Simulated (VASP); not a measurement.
# Al (Im-3m) in VASP: notebook

The runs below take Al through single point, with PBEsol.

Everything below comes from runs of VASP 6.6.1. Logs are shortened: lines on timing, memory, paths and dates and some standing lists are left out, and cuts for length are marked.

### 1 Starting point

It takes space group Im-3m (No. 229, cubic). The conventional cell has a = 3.182 Å, b = 3.182 Å, c = 3.182 Å, α = 90.00°, β = 90.00°, γ = 90.00°. Al (site symmetry m-3m) is surrounded by 8 Al at 2.76 Å.

This isn't the form of Al at room conditions, which is fcc.

### 2 Single point, PBEsol

Contents of INCAR:

```
ADDGRID = F
ALGO = Normal
EDIFF = 1E-7
ENCUT = 400
GGA = PS
ISIF = 2
ISMEAR = 1
LASPH = F
LCHARG = F
LREAL = F
LWAVE = F
NELM = 100
PREC = Accurate
SIGMA = 0.15
```

Contents of KPOINTS:

```
k-points
0
Gamma
  10 10 10
```

Contents of POSCAR:

```
Al
1.0
   -1.5912186900      1.5912186900      1.5912186900
    1.5912186900     -1.5912186900      1.5912186900
    1.5912186900      1.5912186900     -1.5912186900
Al
1
Direct
    0.0000000000      0.0000000000      0.0000000000
```

Potentials or basis: VASP PAW PBE potentials, release 64 (Al).

Launch:

```
$ cat potpaw_PBE.64/Al/POTCAR > POTCAR
$ mpirun -np 1 vasp_std > vasp.out
```

OUTCAR:

```text
EDIFF = 1E-7
   ENCUT = 400
   GGA = PS
   ISIF = 2
   ISMEAR = 1
   LASPH = F
   LREAL = F
   NELM = 100
   PREC = Accurate

 Found     47 irreducible k-points:

 Following reciprocal coordinates:
            Coordinates               Weight
  0.000000  0.000000  0.000000      1.000000
  0.100000  0.000000  0.000000     12.000000
  0.200000  0.000000  0.000000     12.000000
  0.300000  0.000000  0.000000     12.000000
  0.400000  0.000000  0.000000     12.000000
  0.500000  0.000000  0.000000      6.000000
   k-points           NKPTS =     47   k-points in BZ     NKDIM =     47   number of bands    NBANDS=      5
   number of dos      NEDOS =    301   number of ions     NIONS =      1
   total plane-waves  NPLWV =   5832
   dimension x,y,z NGX =    18 NGY =   18 NGZ =   18
   dimension x,y,z NGXF=    36 NGYF=   36 NGZF=   36
   ions per type =               1
   NGX,Y,Z   is equivalent  to a cutoff of  10.86, 10.86, 10.86 a.u.
   NGXF,Y,Z  is equivalent  to a cutoff of  21.72, 21.72, 21.72 a.u.
 SYSTEM =  unknown system
   PREC   = accura    normal or accurate (medium, high low for compatibility)
   ISTART =      0    job   : 0-new  1-cont  2-samecut
   ICHARG =      2    charge: 1-file 2-atom 10-const
   ISPIN  =      1    spin polarized calculation?
   LNONCOLLINEAR =      F non collinear calculations
   LSORBIT =      F    spin-orbit coupling
   LASPH  =      F    aspherical Exc in radial PAW
   ENCUT  =  400.0 eV  29.40 Ry    5.42 a.u.   4.49  4.49  4.49*2*pi/ulx,y,z
   NELM   =    100;   NELMIN=  2; NELMDL= -5     # of ELM steps
   EDIFF  = 0.1E-06   stopping-criterion for ELM
   LREAL  =      F    real-space projection
   EDIFFG = 0.1E-05   stopping-criterion for IOM
   NSW    =      0    number of steps for IOM
   IBRION =     -1    ionic relax: 0-MD 1-quasi-New 2-CG
   NFREE  =      0    steps in history (QN), initial steepest desc. (CG)
   ISIF   =      2    stress and relaxation
   ISYM   =      2    0-nonsym 1-usesym 2-fastsym
   POTIM  = 0.5000    time-step for ionic-motion
   TEBEG  =    0.0;   TEEND  =   0.0 temperature during run
   PSTRESS=    0.0 pullay stress
   NELECT =       3.0000    total number of electrons
   NUPDOWN=      -1.0000    fix difference up-down
   EMIN   =  10.00;   EMAX   =-10.00  energy-range for DOS
   EFERMI =   0.00;   METHOD = LEGACY
   ISMEAR =     1;   SIGMA  =   0.15  broadening in eV -4-tet -1-fermi 0-gaus
   EFERMI_NEDOS =   21; number of points for ismear=-14 and -15
   IALGO  =     38    algorithm
   IMIX   =      4    mixing-type and parameters
     AMIX     =   0.40;   BMIX     =  1.00
     AMIX_MAG =   1.60;   BMIX_MAG =  1.00
  volume/ion in A,a.u.               =      16.12       108.75
  Fermi-wavevector in a.u.,A,eV,Ry     =   0.934757  1.766435 11.888371  0.873771
  Thomas-Fermi vector in A             =   2.061595
   LORBIT       =      0    0 simple, 1 ext, 2 COOP (PROOUT), +10 PAW based schemes
   GGA     = PS    functional components
   LHFCALC =     F    Hartree Fock is set to
   AEXX    =    0.0000 exact exchange contribution
   IVDW    =     0    specifies the selected vdW correction
   LEPSILON=     F    determine dielectric tensor
   LRPA    =     F    only Hartree local field effects (RPA)
 non-spin polarized calculation
 Methfessel and Paxton  Order N= 1 SIGMA  =   0.15
  energy-cutoff  :      400.00
  volume of cell :       16.12
 maximum number of plane-waves:       321
 NGX is ok and might be reduce to    18
   NGX =  9   NGY =  9   NGZ =  9

 number of electron       3.0000000 magnetization

 Free energy of the ion-electron system (eV)
  ---------------------------------------------------
  ext. energy  EPLUGINS =         0.00000000
  ---------------------------------------------------
  free energy    TOTEN  =        -4.00392290 eV

  energy without entropy =       -4.00349122  energy(sigma->0) =       -4.00377901

 E-fermi :   8.1626     XC(G=0): -10.3463

 val. band max:        8.1143245495   @ k =   0.5000   0.5000   0.4000
 cond. band min:       8.1797441791   @ k =  -0.4000   0.4000   0.2000
 fundamental gap:      0.0654196295
 Fermi energy:         8.1625749002

 k-point     1 :       0.0000    0.0000    0.0000
  band No.  band energies     occupation
      1      -3.0909      2.00000
      2      21.5873      0.00000
      3      21.5873      0.00000
      4      21.5873      0.00000
      5      23.2299      0.00000

 k-point     2 :       0.1000    0.0000    0.0000
  band No.  band energies     occupation
      1      -2.7988      2.00000
      2      18.7587      0.00000
      3      20.1502      0.00000
      4      20.5599      0.00000
      5      22.1295      0.00000

 k-point     3 :       0.2000    0.0000    0.0000
  band No.  band energies     occupation
      1      -1.9262      2.00000
      2      14.5794      0.00000
      3      18.5819      0.00000
      4      18.9267      0.00000
      5      20.5506      0.00000

 k-point     4 :       0.3000    0.0000    0.0000
  band No.  band energies     occupation
      1      -0.4839      2.00000
      2      10.6296     -0.00000
      3      17.4452      0.00000
      4      17.6094      0.00000
      5      19.3299      0.00000

 k-point     5 :       0.4000    0.0000    0.0000
  band No.  band energies     occupation
      1       1.5089      2.00000
      2       7.1108      2.00000
      3      16.7639      0.00000
      4      16.7900      0.00000
      5      18.5829      0.00000

 k-point     6 :       0.5000    0.0000    0.0000
  band No.  band energies     occupation
      1       3.7926      2.00000
      2       4.3163      2.00000
      3      16.5132      0.00000
      4      16.5371      0.00000
      5      18.3325      0.00000

 [... further k-points ...]

------------------------ aborting loop because EDIFF is reached ----------------------------------------

  FORCE on cell =-STRESS in cart. coord.  units (eV):
  Direction    XX          YY          ZZ          XY          YZ          ZX
  --------------------------------------------------------------------------------------
  -------------------------------------------------------------------------------------
  Total        0.2824617      0.2824617      0.2824617      0.0000000      0.0000000     -0.0000000
  in kB       28.0815169     28.0815169     28.0815169      0.0000000      0.0000000     -0.0000000
  external PRESSURE =      28.0815169 kB  Pullay stress =       0.0000000 kB

 VOLUME and BASIS-vectors are now :
 -----------------------------------------------------------------------------
  energy-cutoff  :      400.00
  volume of cell :       16.12
      direct lattice vectors                 reciprocal lattice vectors
    -1.591218690  1.591218690  1.591218690     0.000000000  0.314224565  0.314224565
     1.591218690 -1.591218690  1.591218690     0.314224565  0.000000000  0.314224565
     1.591218690  1.591218690 -1.591218690     0.314224565  0.314224565  0.000000000

 POSITION                                       TOTAL-FORCE (eV/Angst)
 -----------------------------------------------------------------------------------
      0.00000      0.00000      0.00000        -0.000000      0.000000      0.000000
 -----------------------------------------------------------------------------------
    total drift:                                0.000000      0.000000      0.000000

  FREE ENERGIE OF THE ION-ELECTRON SYSTEM (eV)
  ---------------------------------------------------
  free  energy   TOTEN  =        -4.0039229014 eV

  energy  without entropy=       -4.0034912229  energy(sigma->0) =       -4.00377901
```

OSZICAR:

```text
N       E                     dE             d eps       ncg     rms          rms(c)
DAV:   1    -0.256206872423E+01   -0.25621E+01   -0.81201E+02   535   0.259E+02
DAV:   2    -0.402519390077E+01   -0.14631E+01   -0.13704E+01   670   0.284E+01
DAV:   3    -0.403299316980E+01   -0.77993E-02   -0.77955E-02   650   0.236E+00
DAV:   4    -0.403300228171E+01   -0.91119E-05   -0.91119E-05   695   0.665E-02
DAV:   5    -0.403300230535E+01   -0.23642E-07   -0.24651E-07   675   0.226E-03    0.137E+00
DAV:   6    -0.401546697986E+01    0.17535E-01   -0.24729E-03   600   0.314E-01    0.772E-01
DAV:   7    -0.400393876283E+01    0.11528E-01   -0.66306E-03   585   0.497E-01    0.168E-01
DAV:   8    -0.400392380767E+01    0.14955E-04   -0.43192E-05   690   0.627E-02    0.127E-02
DAV:   9    -0.400392318795E+01    0.61972E-06   -0.30204E-07   670   0.386E-03    0.116E-03
DAV:  10    -0.400392289326E+01    0.29470E-06   -0.61177E-09   575   0.705E-04    0.674E-04
DAV:  11    -0.400392290140E+01   -0.81395E-08   -0.24413E-10   380   0.112E-04
   1 F= -.40039229E+01 E0= -.40037790E+01  d E =-.431678E-03
```

stdout:

```text
POSCAR found type information on POSCAR Al
 POSCAR found :  1 types and       1 ions
 scaLAPACK will be used
 -----------------------------------------------------------------------------
|                                                                             |
|                                                                             |
|     You enforced a specific xc type in the INCAR file but a different       |
|     I HOPE YOU KNOW WHAT YOU ARE DOING!                                     |
|                                                                             |
 -----------------------------------------------------------------------------

 LDA part: xc-table for (Slater+PW92), standard interpolation
 POSCAR, INCAR and KPOINTS ok, starting setup
 FFT: planning ... GRIDC
 FFT: planning ... GRID_SOFT
 FFT: planning ... GRID
 WAVECAR not read
 entering main loop
```

Run time: 6.5 s. Hardware: 1 thread of Intel Xeon Platinum 8375C at 2.90GHz (Ice Lake), shared host; peak memory 0.11 GiB.

These settings aren't checked as converged: the numbers below hold their error.

Results:

- Free energy: -4.0039 eV
- Pressure: 2.8 GPa
- Band gap on the k mesh: none (metal or under the smearing width)

Caveat: the PAW data sets were made with another functional, which shifts forces and pressure a little.

### 3 Single point, PBEsol

INCAR is that of step 2.

KPOINTS is that of step 2.

Contents of POSCAR:

```
Al
1.0
   -1.5505220000      1.6151010000      1.5901740000
    1.5972310000     -1.6159030000      1.6376860000
    1.5218560000      1.5872370000     -1.5909760000
Al
1
Direct
   -0.0427450000     -0.0166940000     -0.0578530000
```

Potentials or basis: VASP PAW PBE potentials, release 64 (Al).

Launch:

```
$ cat potpaw_PBE.64/Al/POTCAR > POTCAR
$ mpirun -np 1 vasp_std > vasp.out
```

Wall time 20 s (1 thread of Intel Xeon Platinum 8375C at 2.90GHz (Ice Lake), shared host); peak memory 0.13 GiB.

These settings aren't checked as converged: the numbers below hold their error.

Results:

- Free energy: -3.9962 eV
- Pressure: 2.8 GPa
- Band gap on the k mesh: none (metal or under the smearing width)

Caveat: the PAW data sets were made with another functional, which shifts forces and pressure a little.

### 4 Single point, PBEsol

Contents of INCAR:

```
ADDGRID = F
ALGO = Normal
EDIFF = 1E-4
ENCUT = 400
GGA = PS
ISIF = 2
ISMEAR = 1
LASPH = T
LCHARG = F
LREAL = Auto
LWAVE = F
NELM = 100
PREC = Normal
SIGMA = 0.15
```

KPOINTS is that of step 3.

Contents of POSCAR:

```
Al
1.0
   -1.5912186900      1.5912186900      1.5912186900
    1.5912186900     -1.5912186900      1.5912186900
    1.5912186900      1.5912186900     -1.5912186900
Al
1
Direct
    0.0000000000      0.0000000000      0.0000000000
```

Launch:

```
$ cat potpaw_PBE.64/Al/POTCAR > POTCAR
$ mpirun -np 1 vasp_std > vasp.out
```

It took 6.4 s on 1 thread of Intel Xeon Platinum 8375C at 2.90GHz (Ice Lake), shared host; peak memory 0.1 GiB.

The run converged, but some of its settings lie outside the range that counts as converged, so its numbers aren't taken as properties of the crystal.

What came out:

| Property | Result |
| --- | --- |
| Free energy | -4.0043 eV |
| Pressure | 2.9 GPa |
| Band gap on the k mesh | none (metal or under the smearing width) |

Caveat: the PAW data sets were made with another functional, which shifts forces and pressure a little.

### 5 For comparison

An earlier run on the cell as given: functional PBEsol; potentials or basis VASP PAW PBE potentials, release 64 (Al); cutoff 520 eV; k mesh 12 × 12 × 12; occupations fermi-dirac, width 0.05 eV; no spin polarisation.

- Pressure: 2.3 GPa
- Band gap on the k mesh: none (metal or under the smearing width)
